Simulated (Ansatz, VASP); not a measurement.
## Two plane-wave programs on RbBr

The input INCAR:

```
ALGO     = Normal         # electronic algorithm
EDIFF    = 1E-7           # SCF threshold, eV
ENCUT    = 520            # plane-wave cutoff, eV
GGA      = PE             # functional
ISIF     = 2              # what is computed and relaxed
ISMEAR   = 0              # smearing method
LASPH    = True           # aspherical terms in the spheres
LCHARG   = False          # write CHGCAR
LREAL    = False          # projectors in reciprocal space
LWAVE    = False          # write WAVECAR
NBANDS   = 15             # bands
NELM     = 80             # most SCF steps
PREC     = Accurate       # precision mode
SIGMA    = 0.05           # smearing width, eV
```

Contents of KPOINTS:

```
k-points
0
Gamma
  6 6 6
```

POSCAR

```
RbBr
1.0
    4.2911203920      0.0000000000      0.0000000000
    0.0000000000      4.2911203920      0.0000000000
    0.0000000000      0.0000000000      3.7959911160
Rb Br
1 1
Direct
    0.0000000000      0.0000000000      0.0000000000
    0.5000000000      0.5000000000      0.5000000000
```

Input for Ansatz:

```yaml
crystal:
  lattice:
    - [4.291120392, 0.0, 0.0]
    - [0.0, 4.291120392, 0.0]
    - [0.0, 0.0, 3.795991116]
  atoms:
    - { symbol: Rb, position: [0.0, 0.0, 0.0] }
    - { symbol: Br, position: [0.5, 0.5, 0.5] }
basis:
  ecutwfc: 420
kpoints:
  mp_grid: { grid: [6, 6, 6] }
hamiltonian:
  xc: pbe
scf:
  occupations: { method: gaussian, width: 0.05 }
output:
  forces: true
  stress: true
  eigenvalues: true
```

Change from the starting cell: strain +0.040 along x and y, -0.080 along z, atoms carried along.

Alike in both runs: task single point; functional PBE; k mesh 6 × 6 × 6; occupations gaussian, width 0.05 eV; no spin polarisation.

|  | VASP | Ansatz |
| --- | --- | --- |
| version | VASP 6.6.1 | Ansatz 0.2.0 |
| potentials or method | VASP PAW PBE potentials, release 64 (Rb_sv, Br) | scalar-relativistic, plane waves, PAW |
| plane-wave cutoff (eV) | 520 | 420 |
| valence electrons in the cell | 16 | 16 |

VASP gave:

* gap on the k mesh at the Fermi level (eV): 3.53
* least direct gap on the mesh (eV): 3.64
* pressure (GPa): 1.0
* largest component of the traceless stress (GPa): 2.62

Q: Estimate Ansatz's values.

A: gap on the k mesh at the Fermi level (eV): 3.53; least direct gap on the mesh (eV): 3.64; pressure (GPa): 0.9; largest component of the traceless stress (GPa): 2.62.

A k mesh can miss the band edges.
